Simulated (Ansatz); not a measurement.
**LiF (Griceite) under changes of volume**

One of the cells (8.169 Å³/atom); the others are scaled copies at fixed shape and fractional positions:

```
F Li
1.0
     0.00000    2.01400    2.01400
     2.01400    0.00000    2.01400
     2.01400    2.01400    0.00000
F Li
1 1
Direct
  0.50000 0.50000 0.50000
  0.00000 0.00000 0.00000
```

```yaml
Program: Ansatz 0.2.0
Functional: PBEsol
Potentials_or_basis: all-electron LAPW, scalar-relativistic
Cutoff: 287 eV (chosen from the basis error)
Basis_error_allowed: 0.001 eV/atom
k_mesh: 11 × 11 × 11
Occupations: fermi-dirac, width 0.05 eV
Spin: no spin polarisation
```

| volume (Å³/atom) | energy over the lowest point (meV/atom) | pressure (GPa) | gap on the mesh (eV) |
| --- | --- | --- | --- |
| 7.679 | 3.76 | 3.6 | 9.46 |
| 7.842 | 1.02 | 1.8 | 9.26 |
| 8.006 | 0.00 | 0.2 | 9.08 |
| 8.169 | 0.51 | -1.2 | 8.90 |
| 8.333 | ? | ? | ? |
| 8.496 | 5.51 | -3.6 | 8.56 |
| 8.659 | 9.74 | -4.7 | 8.41 |

Question: What does the run at 8.333 Å³/atom give?

Answer: Energy over the lowest point 2.39 meV/atom; pressure -2.5 GPa; gap on the mesh 8.73 eV.

Worked out: A Birch-Murnaghan fit of order 3 (a polynomial in V^(-2/3)) to the other rows has its minimum at 8.03 Å³/atom with B0 = V·E''(V) = 73 GPa and B' = 4.3. It gives 2.40 meV/atom at 8.333 Å³/atom, against the run's 2.39, and -dE/dV = -2.5 GPa, against -2.5. A straight line through the other rows of the gap, of slope -8.74 eV per unit of ln V (its deformation potential), gives 8.73 eV, against the run's 8.73.

Energies are extrapolated to zero smearing.

Caveats: an odd mesh through Γ misses points on the zone boundary, where band edges often lie.
